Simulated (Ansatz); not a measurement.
SnO2:

```
Sn O
1.0
    -2.00007    2.00007    5.12368
     2.00007   -2.00007    5.12368
     2.00007    2.00007   -5.12368
Sn O
2 4
Direct
  0.00000 0.00000 0.00000
  0.75000 0.25000 0.50000
  0.54652 0.04652 0.50000
  0.20348 0.20348 0.00000
  0.95348 0.45348 0.50000
  0.79652 0.79652 0.00000
```

Measurements of this composition are mostly on another form, of space group No. 136.

Base run:

| Property | Result |
| --- | --- |
| Program | Ansatz 0.2.0 |
| Functional | PBE |
| Potentials or basis | Ansatz PAW |
| Cutoff | 420 eV (not typed: the program's choice for these potentials) |
| k mesh | 9 × 9 × 9 |
| Occupations | fermi-dirac, width 0.05 eV |
| Spin | no spin polarisation |

Its results: band gap on the k mesh 1.65 eV, indirect (least direct gap 2.03 eV); pressure 5.9 GPa; largest force 0.040 eV/Å.

After a change of settings the same cell gave: band gap on the k mesh 1.56 eV, indirect (least direct gap 1.95 eV); pressure 0.7 GPa; largest force 0.081 eV/Å. Which change was it?
A. functional from PBE to PBEsol
B. functional from PBE to r2SCAN; cutoff from 420 eV (not typed: the program's choice for these potentials) to 500 eV (not typed: the program's choice for these potentials)
C. functional from PBE to LDA

A.

PBEsol binds more tightly than PBE, so the same cell stands under less pressure.

Caveats: spin-orbit coupling is left out, which moves the levels of the heavy elements; the PAW data sets come from PBE, with cores solved anew for the run's functional, which leaves a small shift of forces and pressure (some runs).
